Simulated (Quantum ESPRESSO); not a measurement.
# AlN (F-43m) in Quantum ESPRESSO: a series of runs

One crystal, AlN, is run at these levels: PBEsol, revPBE, PBE; tasks: Berry-phase polarisation, phonons.

Program: Quantum ESPRESSO 7.5. These are calculated values, not measurements. Logs are shortened: lines on timing, memory, paths and dates and some standing lists are left out, and cuts for length are marked.

## Step 1: The structure

Symmetry: F-43m, No. 216, cubic system. The conventional cell has a = 4.368 Å, b = 4.368 Å, c = 4.368 Å, α = 90.00°, β = 90.00°, γ = 90.00°. Around Al (site symmetry -43m) lie 4 N at 1.89 Å. N (site symmetry -43m) has 4 Al at 1.89 Å as nearest neighbours.

Measurements of this composition are mostly on another form, of space group No. 186.

## Step 2: Berry-phase polarisation, PBEsol

File pw.in:

```
&CONTROL
  calculation = 'scf'
  prefix = 'pwscf'
  outdir = './tmp'
  pseudo_dir = './pseudo'
  tprnfor = .true.
  tstress = .true.
  disk_io = 'low'
  verbosity = 'high'
/
&SYSTEM
  ibrav = 0
  nat = 2
  ntyp = 2
  ecutwfc = 109
  ecutrho = 437
  nbnd = 9
  occupations = 'smearing'
  smearing = 'fd'
  degauss = 0.00367493
/
&ELECTRONS
  conv_thr = 4d-10
  electron_maxstep = 120
  mixing_beta = 0.5
  diagonalization = 'cg'
/
ATOMIC_SPECIES
Al    26.9815 Al.upf
N     14.0070 N.upf
CELL_PARAMETERS angstrom
   0.0000000000    2.1839935596    2.1839935596
   2.1839935596    0.0000000000    2.1839935596
   2.1839935596    2.1839935596    0.0000000000
ATOMIC_POSITIONS crystal
Al     0.0000000000    0.0000000000    0.0000000000
N      0.2500000000    0.2500000000    0.2500000000
K_POINTS automatic
5 5 5 0 0 0
```

File relax.in:

```
&CONTROL
  calculation = 'vc-relax'
  prefix = 'pwscf'
  outdir = './tmp'
  pseudo_dir = './pseudo'
  tprnfor = .true.
  tstress = .true.
  disk_io = 'low'
  verbosity = 'high'
  nstep = 40
  forc_conv_thr = 0.0001
  etot_conv_thr = 1d-06
/
&SYSTEM
  ibrav = 0
  nat = 2
  ntyp = 2
  ecutwfc = 109
  ecutrho = 437
  nbnd = 9
  occupations = 'smearing'
  smearing = 'fd'
  degauss = 0.00367493
/
&ELECTRONS
  conv_thr = 4d-10
  electron_maxstep = 120
  mixing_beta = 0.5
  diagonalization = 'cg'
/
&IONS
  ion_dynamics = 'bfgs'
/
&CELL
  cell_dynamics = 'bfgs'
  press = 0
  press_conv_thr = 0.2
/
ATOMIC_SPECIES
Al    26.9815 Al.upf
N     14.0070 N.upf
CELL_PARAMETERS angstrom
   0.0000000000    2.1839935596    2.1839935596
   2.1839935596    0.0000000000    2.1839935596
   2.1839935596    2.1839935596    0.0000000000
ATOMIC_POSITIONS crystal
Al     0.0000000000    0.0000000000    0.0000000000
N      0.2500000000    0.2500000000    0.2500000000
K_POINTS automatic
5 5 5 0 0 0
```

File scf2.in:

```
&CONTROL
  calculation = 'scf'
  prefix = 'pwscf'
  outdir = './tmp'
  pseudo_dir = './pseudo'
  tprnfor = .true.
  tstress = .true.
  disk_io = 'low'
  verbosity = 'high'
/
&SYSTEM
  ibrav = 0
  nat = 2
  ntyp = 2
  ecutwfc = 109
  ecutrho = 437
  nbnd = 9
  occupations = 'fixed'
/
&ELECTRONS
  conv_thr = 1d-11
  electron_maxstep = 120
  mixing_beta = 0.5
  diagonalization = 'cg'
  startingpot = 'file'
  startingwfc = 'file'
/
ATOMIC_SPECIES
Al    26.9815 Al.upf
N     14.0070 N.upf
CELL_PARAMETERS angstrom
   0.0000000000    2.1882415561    2.1882415561
   2.1882415561    0.0000000000    2.1882415561
   2.1882415561    2.1882415561    0.0000000000
ATOMIC_POSITIONS crystal
Al     0.0000000000    0.0000000000    0.0000000000
N      0.2500000000    0.2500000000    0.2500000000
K_POINTS automatic
5 5 5 0 0 0
```

File berry1.in:

```
&CONTROL
  calculation = 'nscf'
  prefix = 'pwscf'
  outdir = './tmp'
  pseudo_dir = './pseudo'
  disk_io = 'low'
  verbosity = 'high'
  lberry = .true.
  gdir = 1
  nppstr = 10
/
&SYSTEM
  ibrav = 0
  nat = 2
  ntyp = 2
  ecutwfc = 109
  ecutrho = 437
  occupations = 'fixed'
/
&ELECTRONS
  conv_thr = 1d-10
  electron_maxstep = 120
  mixing_beta = 0.5
  diagonalization = 'cg'
/
ATOMIC_SPECIES
Al    26.9815 Al.upf
N     14.0070 N.upf
CELL_PARAMETERS angstrom
   0.0000000000    2.1882415561    2.1882415561
   2.1882415561    0.0000000000    2.1882415561
   2.1882415561    2.1882415561    0.0000000000
ATOMIC_POSITIONS crystal
Al     0.0000000000    0.0000000000    0.0000000000
N      0.2500000000    0.2500000000    0.2500000000
K_POINTS automatic
10 5 5 0 0 0
```

File berry2.in:

```
&CONTROL
  calculation = 'nscf'
  prefix = 'pwscf'
  outdir = './tmp'
  pseudo_dir = './pseudo'
  disk_io = 'low'
  verbosity = 'high'
  lberry = .true.
  gdir = 2
  nppstr = 10
/
&SYSTEM
  ibrav = 0
  nat = 2
  ntyp = 2
  ecutwfc = 109
  ecutrho = 437
  occupations = 'fixed'
/
&ELECTRONS
  conv_thr = 1d-10
  electron_maxstep = 120
  mixing_beta = 0.5
  diagonalization = 'cg'
/
ATOMIC_SPECIES
Al    26.9815 Al.upf
N     14.0070 N.upf
CELL_PARAMETERS angstrom
   0.0000000000    2.1882415561    2.1882415561
   2.1882415561    0.0000000000    2.1882415561
   2.1882415561    2.1882415561    0.0000000000
ATOMIC_POSITIONS crystal
Al     0.0000000000    0.0000000000    0.0000000000
N      0.2500000000    0.2500000000    0.2500000000
K_POINTS automatic
5 10 5 0 0 0
```

File berry3.in:

```
&CONTROL
  calculation = 'nscf'
  prefix = 'pwscf'
  outdir = './tmp'
  pseudo_dir = './pseudo'
  disk_io = 'low'
  verbosity = 'high'
  lberry = .true.
  gdir = 3
  nppstr = 10
/
&SYSTEM
  ibrav = 0
  nat = 2
  ntyp = 2
  ecutwfc = 109
  ecutrho = 437
  occupations = 'fixed'
/
&ELECTRONS
  conv_thr = 1d-10
  electron_maxstep = 120
  mixing_beta = 0.5
  diagonalization = 'cg'
/
ATOMIC_SPECIES
Al    26.9815 Al.upf
N     14.0070 N.upf
CELL_PARAMETERS angstrom
   0.0000000000    2.1882415561    2.1882415561
   2.1882415561    0.0000000000    2.1882415561
   2.1882415561    2.1882415561    0.0000000000
ATOMIC_POSITIONS crystal
Al     0.0000000000    0.0000000000    0.0000000000
N      0.2500000000    0.2500000000    0.2500000000
K_POINTS automatic
5 5 10 0 0 0
```

Potentials or basis: PseudoDojo 0.4 SR PBEsol stringent.

On the command line:

```bash
OMP_NUM_THREADS=1 pw.x -in pw.in > pw.out
OMP_NUM_THREADS=1 pw.x -in relax.in > relax.out
OMP_NUM_THREADS=1 pw.x -in scf2.in > scf2.out
OMP_NUM_THREADS=1 pw.x -in berry1.in > berry1.out
OMP_NUM_THREADS=1 pw.x -in berry2.in > berry2.out
OMP_NUM_THREADS=1 pw.x -in berry3.in > berry3.out
```

pw.out:

```text
This program is part of the open-source Quantum ESPRESSO suite
     for quantum simulation of materials; please cite
         "P. Giannozzi et al., J. Phys.:Condens. Matter 21 395502 (2009);
         "P. Giannozzi et al., J. Phys.:Condens. Matter 29 465901 (2017);
         "P. Giannozzi et al., J. Chem. Phys. 152 154105 (2020);
     in publications or presentations arising from this work. More details at

     Message from routine setup:
     using ibrav=0 with symmetry is DISCOURAGED, use correct ibrav instead

     G-vector sticks info
     --------------------
     sticks:   dense  smooth     PW     G-vecs:    dense   smooth      PW
     Sum        1027    1027    301                21595    21595    3479

     Using Slab Decomposition

     bravais-lattice index     =            0
     lattice parameter (alat)  =       5.8367  a.u.
     unit-cell volume          =     140.5985 (a.u.)^3
     number of atoms/cell      =            2
     number of atomic types    =            2
     number of electrons       =         8.00
     number of Kohn-Sham states=            9
     kinetic-energy cutoff     =     109.0000  Ry
     charge density cutoff     =     437.0000  Ry
     scf convergence threshold =      4.0E-10
     mixing beta               =       0.5000
     number of iterations used =            8  plain     mixing
     Exchange-correlation= PBESOL
                           (   1   4  10   8   0   0   0)

     celldm(1)=   5.836671  celldm(2)=   0.000000  celldm(3)=   0.000000
     celldm(4)=   0.000000  celldm(5)=   0.000000  celldm(6)=   0.000000

     crystal axes: (cart. coord. in units of alat)
               a(1) = (   0.000000   0.707107   0.707107 )
               a(2) = (   0.707107   0.000000   0.707107 )
               a(3) = (   0.707107   0.707107   0.000000 )

     reciprocal axes: (cart. coord. in units 2 pi/alat)
               b(1) = ( -0.707107  0.707107  0.707107 )
               b(2) = (  0.707107 -0.707107  0.707107 )
               b(3) = (  0.707107  0.707107 -0.707107 )

     PseudoPot. # 1 for Al read from file:
     Al.upf
     Pseudo is Norm-conserving + core correction, Zval =  3.0
     Generated using ONCVPSP code by D. R. Hamann
     Using radial grid of 1876 points,  6 beta functions with:
                l(1) =   0
                l(2) =   0
                l(3) =   1
                l(4) =   1
                l(5) =   2
                l(6) =   2

     PseudoPot. # 2 for N  read from file:
     N.upf
     Pseudo is Norm-conserving + core correction, Zval =  5.0
     Generated using ONCVPSP code by D. R. Hamann
     Using radial grid of 1058 points,  4 beta functions with:
                l(1) =   0
                l(2) =   0
                l(3) =   1
                l(4) =   1

     atomic species   valence    mass     pseudopotential
     Al                3.00    26.98150     Al( 1.00)
     N                 5.00    14.00700     N ( 1.00)

     24 Sym. Ops. (no inversion) found
[... 263 lines left out ...]
        k(    7) = (   0.0000000  -0.2828427   0.2828427), wk =   0.1920000
        k(    8) = (   0.5656854  -0.0000000   0.0000000), wk =   0.0960000
        k(    9) = (   0.0000000  -0.5656854   0.5656854), wk =   0.1920000
        k(   10) = (  -0.1414214  -0.4242641   0.7071068), wk =   0.3840000

                       cryst. coord.
        k(    1) = (   0.0000000   0.0000000   0.0000000), wk =   0.0160000
        k(    2) = (  -0.0000000  -0.0000000   0.2000000), wk =   0.1280000
        k(    3) = (  -0.0000000  -0.0000000   0.4000000), wk =   0.1280000
        k(    4) = (  -0.0000000   0.2000000   0.2000000), wk =   0.0960000
        k(    5) = (  -0.0000000   0.2000000   0.4000000), wk =   0.3840000
        k(    6) = (   0.0000000   0.2000000  -0.4000000), wk =   0.3840000
        k(    7) = (   0.0000000   0.2000000  -0.2000000), wk =   0.1920000
        k(    8) = (  -0.0000000   0.4000000   0.4000000), wk =   0.0960000
        k(    9) = (   0.0000000   0.4000000  -0.4000000), wk =   0.1920000
        k(   10) = (   0.2000000   0.4000000  -0.4000000), wk =   0.3840000

     Dense  grid:    21595 G-vectors     FFT dimensions: (  40,  40,  40)

     Smooth grid:    21595 G-vectors     FFT dimensions: (  40,  40,  40)

     Initial potential from superposition of free atoms

     starting charge       7.9977, renormalised to       8.0000
     Starting wfcs are    8 randomized atomic wfcs +    1 random wfcs

     Self-consistent Calculation

     iteration #  1     ecut=   109.00 Ry     beta= 0.50
     CG style diagonalization

---- Real-time Memory Report at c_bands before calling an iterative solver
            38 MiB given to the printing process from OS
            17 MiB allocation reported by mallinfo(arena+hblkhd)
------------------
     ethr =  1.00E-02,  avg # of iterations =  4.2
[... 175 lines left out ...]
---- Real-time Memory Report at c_bands before calling an iterative solver
            54 MiB given to the printing process from OS
            28 MiB allocation reported by mallinfo(arena+hblkhd)
------------------
     ethr =  8.82E-11,  avg # of iterations =  3.3

     End of self-consistent calculation

          k = 0.0000 0.0000 0.0000 (  2733 PWs)   bands (ev):

    -8.0842   6.8712   6.8712   6.8712  10.9857  19.3347  19.3347  19.3347
    24.5148

     occupation numbers
     1.0000   1.0000   1.0000   1.0000   0.0000   0.0000   0.0000   0.0000
     0.0000
[... 33 lines left out ...]
     occupation numbers
     1.0000   1.0000   1.0000   1.0000   0.0000   0.0000   0.0000   0.0000
     0.0000

          k =-0.1414-0.4243 0.4243 (  2698 PWs)   bands (ev):

    -5.7433   1.6145   4.6279   6.0631  13.9889  15.9505  19.0249  19.1199
    24.2381

     occupation numbers
     1.0000   1.0000   1.0000   1.0000   0.0000   0.0000   0.0000   0.0000
     0.0000
[... 24 lines left out ...]
     occupation numbers
     1.0000   1.0000   1.0000   1.0000   0.0000   0.0000   0.0000   0.0000
     0.0000

          k =-0.1414-0.4243 0.7071 (  2695 PWs)   bands (ev):

    -5.5173   2.4699   3.9029   4.9547  12.8855  17.4968  18.0466  20.1865
    23.3159

     occupation numbers
     1.0000   1.0000   1.0000   1.0000   0.0000   0.0000   0.0000   0.0000
     0.0000

     the Fermi energy is     8.2153 ev

!    total energy              =     -25.52617962 Ry
     estimated scf accuracy    <          1.8E-11 Ry
     smearing contrib. (-TS)   =      -0.00000000 Ry
     internal energy E=F+TS    =     -25.52617962 Ry

     The total energy is F=E-TS. E is the sum of the following terms:
     one-electron contribution =      -0.88370067 Ry
     hartree contribution      =       5.56998723 Ry
     xc contribution           =      -8.41250697 Ry
     ewald contribution        =     -21.79995921 Ry

     convergence has been achieved in  16 iterations

     Forces acting on atoms (cartesian axes, Ry/au):

     atom    1 type  1   force =    -0.00000000   -0.00000000    0.00000000
     atom    2 type  2   force =     0.00000000    0.00000000   -0.00000000
     The non-local contrib.  to forces
     atom    1 type  1   force =    -0.00000000    0.00000000    0.00000000
     atom    2 type  2   force =     0.00000000    0.00000000   -0.00000000
     The ionic contribution  to forces
     atom    1 type  1   force =     0.00000000    0.00000000    0.00000000
     atom    2 type  2   force =     0.00000000   -0.00000000    0.00000000
     The local contribution  to forces
     atom    1 type  1   force =    -0.00000000   -0.00000000   -0.00000000
     atom    2 type  2   force =    -0.00000000   -0.00000000   -0.00000000
     The core correction contribution to forces
     atom    1 type  1   force =    -0.00000000    0.00000000    0.00000000
     atom    2 type  2   force =    -0.00000000    0.00000000   -0.00000000
     The Hubbard contrib.    to forces
     atom    1 type  1   force =     0.00000000    0.00000000    0.00000000
     atom    2 type  2   force =     0.00000000    0.00000000    0.00000000
     The SCF correction term to forces
     atom    1 type  1   force =     0.00000000    0.00000000   -0.00000000
     atom    2 type  2   force =     0.00000000   -0.00000000   -0.00000000

     Total force =     0.000000     Total SCF correction =     0.000000

     Computing stress (Cartesian axis) and pressure

          total   stress  (Ry/bohr**3)                   (kbar)     P=       11.89
   0.00008080   0.00000000  -0.00000000           11.89        0.00       -0.00
   0.00000000   0.00008080   0.00000000            0.00       11.89        0.00
  -0.00000000   0.00000000   0.00008080           -0.00        0.00       11.89

     kinetic stress (kbar)  11377.88      0.00      0.00
                               -0.00  11377.88      0.00
                                0.00      0.00  11377.88

     local   stress (kbar)  -2269.43      0.00      0.00
                                0.00  -2269.43      0.00
                                0.00      0.00  -2269.43

     nonloc. stress (kbar)   -869.27     -0.00      0.00
                               -0.00   -869.27      0.00
                                0.00      0.00   -869.27

     hartree stress (kbar)   1942.58     -0.00     -0.00
                               -0.00   1942.58     -0.00
                               -0.00     -0.00   1942.58

     exc-cor stress (kbar)   -833.39      0.00     -0.00
                                0.00   -833.39      0.00
                               -0.00      0.00   -833.39

     corecor stress (kbar)  -1733.55      0.00     -0.00
                                0.00  -1733.55     -0.00
                               -0.00     -0.00  -1733.55

     ewald   stress (kbar)  -7602.94     -0.00     -0.00
                               -0.00  -7602.94      0.00
                               -0.00      0.00  -7602.94

     hubbard stress (kbar)      0.00      0.00      0.00
                                0.00      0.00      0.00
                                0.00      0.00      0.00

     DFT-D   stress (kbar)      0.00      0.00      0.00
                                0.00      0.00      0.00
                                0.00      0.00      0.00

     XDM     stress (kbar)      0.00      0.00      0.00
                                0.00      0.00      0.00
                                0.00      0.00      0.00

     dft-nl  stress (kbar)      0.00      0.00      0.00
                                0.00      0.00      0.00
                                0.00      0.00      0.00

     TS-vdW  stress (kbar)      0.00      0.00      0.00
                                0.00      0.00      0.00
                                0.00      0.00      0.00

     MDB     stress (kbar)      0.00      0.00      0.00
                                0.00      0.00      0.00
                                0.00      0.00      0.00

     3D-RISM stress (kbar)      0.00      0.00      0.00
                                0.00      0.00      0.00
                                0.00      0.00      0.00

=------------------------------------------------------------------------------=
   JOB DONE.
=------------------------------------------------------------------------------=
```

Run time: 51 s. Hardware: 1 thread of Intel Xeon Platinum 8488C (Sapphire Rapids), shared host; peak memory 0.06 GiB.

Results:

- Free energy: -347.3018 eV
- Relaxed volume: 10.48 Å³/atom
- Relaxed cell: a = 3.095 Å, b = 3.095 Å, c = 3.095 Å, α = 60.00°, β = 60.00°, γ = 60.00°
- Space group after relaxing (to 0.05 Å): F-43m (No. 216)
- Pressure after relaxing: 0.0 GPa
- Band gap on the k mesh: 3.76 eV, indirect (least direct gap 4.06 eV)

Step by step:
```
step  energy change (eV)  largest force (eV/Å)  pressure (GPa)  volume (Å³)
   1              0.0000                0.0000            1.19        20.83
   2             -0.0005                0.0000           -0.05        20.96
   3             -0.0005                0.0000            0.00        20.96
```

Final structure:
```yaml
crystal:
  lattice:
    - [0.00000, 2.18824, 2.18824]
    - [2.18824, 0.00000, 2.18824]
    - [2.18824, 2.18824, 0.00000]
  atoms:
    - { symbol: Al, position: [0.00000, 0.00000, 0.00000] }
    - { symbol: N, position: [0.25000, 0.25000, 0.25000] }
```

Levels at points of the mesh, in eV from the valence-band top:
```tsv
k point	band 1	band 2	band 3	band 4	band 5	band 6	band 7	band 8	band 9
(0.00, 0.00, 0.00)	-14.92	0.00	0.00	0.00	4.06	12.41	12.41	12.41	17.60
```

Berry-phase polarisation along the lattice vectors (C/m²): 0.592, 0.592, 0.592; quanta: 2.366, 2.366, 2.366

Berry phases in units of 2π:
```csv
direction,ionic,electronic,their sum is defined modulo
a1,0.250,0.000,1
a2,0.250,0.000,1
a3,0.250,0.000,1
```

Caveat: the k mesh is coarse (spacing up to 0.50 Å⁻¹), so the values aren't converged; with symmetry on, the polarisation can be off by several percent; an odd mesh through Γ misses points on the zone boundary, where band edges often lie.

(Part 1 of 3 ends here.)
